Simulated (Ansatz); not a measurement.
Born–Oppenheimer molecular dynamics of a periodic cell of 20 atoms, HC4 (surface C(111), underside capped with H). It goes on from the last frame of an earlier run, with new velocities.

These are results of DFT PBEsol, scalar-relativistic, plane waves, PAW in Ansatz 0.2.0, not measurements. Settings: accuracy low, PAW set soft_1, cutoff 420 eV, k mesh 2x2x1, fermi-dirac smearing 0.05 eV, no spin polarisation.

```yaml
ensemble: NVT, Nosé–Hoover chain
time_step: 0.5 fs
steps_asked: 300
set_temperature: 600 K
thermostat: time constant 50 fs, chain length 5
atoms_held: 1 to 12
seed: 480945
```

First frame:

```xyz
20
Lattice="5.0487 0.0000 0.0000 2.5244 4.3723 0.0000 0.0000 0.0000 16.6764" Properties=species:S:1:pos:R:3
H 1.262 0.729 1.000
H 3.787 0.729 1.000
H 2.524 2.915 1.000
H 5.049 2.915 1.000
C 1.262 0.729 2.100
C 3.787 0.729 2.100
C 2.524 2.915 2.100
C 5.049 2.915 2.100
C 0.000 1.457 2.615
C 2.524 1.457 2.615
C 1.262 3.644 2.615
C 3.787 3.644 2.615
C 0.009 1.460 4.368
C 2.512 1.442 4.346
C 1.303 3.656 4.314
C 3.857 3.614 4.241
C 0.026 -0.014 4.580
C 2.542 -0.026 4.674
C 1.281 2.199 4.535
C 3.815 2.181 4.558
```

(1) What does the run give?

(2) What happens to the structure?

(3) How do temperature and energy run in time?

## Answers

(1) The run went to its last step.

* steps done: 300
* time covered: 150 fs
* mean temperature over the second half: 1220 K
* spread of the potential energy over the second half: 33.0 meV per atom
* mean potential energy of the second half above the start: -24.9 meV per atom

The conserved energy stayed within 0.042 meV per atom of its start (net change 0.0031 meV per atom), so the integration is sound. The mean temperature of the second half is 103 % above the set value. A run of 0.15 ps of so small a system gives no equilibrium averages. Limits of this set-up: coarse k mesh, thin slab, slab without dipole correction, PAW files made for another functional, low accuracy level.

(2) Mean squared displacements from the first frame to the last: H 0.00 Å², C 0.45 Å². This is one draw of velocities; another would differ in detail.

(3) 
| time (fs) | T (K) | potential energy less start (eV) | conserved less start (meV/atom) |
| --- | --- | --- | --- |
| 0.0 | 600 | 0.000 | 0.00 |
| 5.0 | 456 | 0.150 | 0.01 |
| 10.0 | 446 | 0.162 | 0.00 |
| 15.0 | 366 | 0.249 | 0.01 |
| 20.0 | 326 | 0.298 | 0.02 |
| 25.0 | 453 | 0.177 | 0.00 |
| 30.0 | 354 | 0.295 | 0.01 |
| 35.0 | 347 | 0.318 | 0.01 |
| 40.0 | 450 | 0.235 | 0.00 |
| 45.0 | 388 | 0.328 | 0.02 |
| 50.0 | 541 | 0.203 | 0.01 |
| 55.0 | 580 | 0.209 | 0.01 |
| 60.0 | 467 | 0.368 | 0.03 |
| 65.0 | 634 | 0.238 | 0.01 |
| 70.0 | 614 | 0.307 | 0.02 |
| 75.0 | 667 | 0.293 | 0.03 |
| 80.0 | 920 | 0.073 | 0.00 |
| 85.0 | 861 | 0.167 | 0.03 |
| 90.0 | 949 | 0.093 | 0.02 |
| 95.0 | 1056 | -0.013 | 0.01 |
| 100.0 | 1013 | 0.022 | 0.02 |
| 105.0 | 950 | 0.067 | 0.03 |
| 110.0 | 1098 | -0.113 | 0.02 |
| 115.0 | 1304 | -0.374 | 0.00 |
| 120.0 | 1278 | -0.414 | 0.04 |
| 125.0 | 1730 | -0.982 | 0.02 |
| 130.0 | 2253 | -1.718 | -0.02 |
| 135.0 | 1979 | -1.712 | -0.01 |
| 140.0 | 1360 | -1.312 | -0.01 |
| 145.0 | 838 | -0.913 | 0.01 |
| 150.0 | 867 | -1.027 | 0.00 |

Time of the run: 11 min on 1 thread of AMD EPYC 7R43 64-Core Processor (Zen 3), with other jobs on the host, peak memory 0.7 GiB.
